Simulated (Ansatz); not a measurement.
# Si (fcc type): how the settings move a single-point run

Aim: see which settings change the result for Si (fcc type), by how much, and at what cost.

Program: Ansatz 0.2.0. Level of theory: reference: DFT, PBEsol, PAW with Ansatz's default frozen-core files, scalar-relativistic. These are calculated values, not measurements.

## Step 1: The starting structure

It takes space group Fm-3m (No. 225, cubic). Conventional cell: a = 3.834 Å, b = 3.834 Å, c = 3.834 Å, α = 90.00°, β = 90.00°, γ = 90.00°. Si (site symmetry m-3m) is surrounded by 12 Si at 2.71 Å.

Structure file:

```cif
data_structure
_symmetry_space_group_name_H-M 'P 1'
_symmetry_Int_Tables_number 1
_cell_length_a 4.6952
_cell_length_b 3.8336
_cell_length_c 8.5723
_cell_angle_alpha 90.000
_cell_angle_beta 90.000
_cell_angle_gamma 65.905
_cell_volume 140.86
loop_
_atom_site_label
_atom_site_type_symbol
_atom_site_fract_x
_atom_site_fract_y
_atom_site_fract_z
_atom_site_occupancy
Si1 Si 0.00000 0.00000 0.00000 1
Si2 Si 0.00000 0.50000 0.50000 1
Si3 Si 0.20000 0.40000 0.80000 1
Si4 Si 0.40000 0.30000 0.10000 1
Si5 Si 0.60000 0.20000 0.40000 1
Si6 Si 0.80000 0.10000 0.70000 1
Si7 Si 0.20000 0.90000 0.30000 1
Si8 Si 0.40000 0.80000 0.60000 1
Si9 Si 0.60000 0.70000 0.90000 1
Si10 Si 0.80000 0.60000 0.20000 1
```

## Step 2: Reference

Input file input.yaml:

```yaml
crystal:
  lattice:
    - [-1.9168236995, 3.833647399, 1.9168236995]
    - [0.0, 0.0, 3.833647399]
    - [7.6672947979, 3.833647399, 0.0]
  atoms:
    - { symbol: Si, position: [0.0, 0.0, 0.0] }
    - { symbol: Si, position: [0.0, 0.5, 0.5] }
    - { symbol: Si, position: [0.2, 0.4, 0.8] }
    - { symbol: Si, position: [0.4, 0.3, 0.1] }
    - { symbol: Si, position: [0.6, 0.2, 0.4] }
    - { symbol: Si, position: [0.8, 0.1, 0.7] }
    - { symbol: Si, position: [0.2, 0.9, 0.3] }
    - { symbol: Si, position: [0.4, 0.8, 0.6] }
    - { symbol: Si, position: [0.6, 0.7, 0.9] }
    - { symbol: Si, position: [0.8, 0.6, 0.2] }
kpoints:
  mp_grid: { grid: [10, 10, 5] }
scf:
  occupations: { method: fermi_dirac, width: 0.05 }
hamiltonian:
  xc: pbesol
  pseudopotentials: { kind: paw }
output:
  forces: true
  stress: true
  eigenvalues: true
  write_density: true
  write_potential: true
  elf: true
  volumetric_format: npy
```

Launch:

```console
> ansatz run input.yaml --threads 2 --pin off --max-ram 4096MiB --backend cpu --events-out ev --progress --plain --runs-dir out
```

## Step 3: Changing settings: chi_scale 0.0, xc_grid 4

input.yaml, as its differences from that of step 2:

```diff
@@ -20,2 +20,3 @@
   occupations: { method: fermi_dirac, width: 0.05 }
+  initial_density: { chi_scale: 0.0 }
 hamiltonian:
@@ -27,5 +28,3 @@
   eigenvalues: true
-  write_density: true
-  write_potential: true
-  elf: true
-  volumetric_format: npy
+basis:
+  xc_grid: 4
```

Q: Predict the outcome of this session. Wanted: for each run, ending; energy change; pressure; gap; force.

The runs gave:

| run | ending | energy change | pressure (GPa) | gap (eV) | force (eV/Å) | cycles | time |
| --- | --- | --- | --- | --- | --- | --- | --- |
| reference | converged | 0 | -0.2 | 0.00 | 0.00 | 6 | 15 s |
| 1: chi_scale 0.0, xc_grid 4 | converged | 0.0 meV/atom | -0.2 | 0.00 | 0.00 | 5 | 12 s |

Times don't compare one to one where runs were asked for different outputs or read a saved state (see the inputs); cycles may leave out searches for a lower state.

Residual by cycle in the longest SCF loop of each run; runs are numbered as in the table. The quantity is the density residual dr2, in eV.

| cycle | reference | run 1 |
| --- | --- | --- |
| 1 | 0.00257 | 0.601 |
| 2 | 0.001 | 0.234 |
| 3 | 7.1e-7 | 3.6e-5 |
| 4 | 4.3e-8 | 9.2e-7 |
| 5 | 1.1e-9 | 1.1e-8 |
| 6 | 1.0e-11 | - |

Changing the start and numerical grids leaves the energy as it was (0.0 meV/atom).
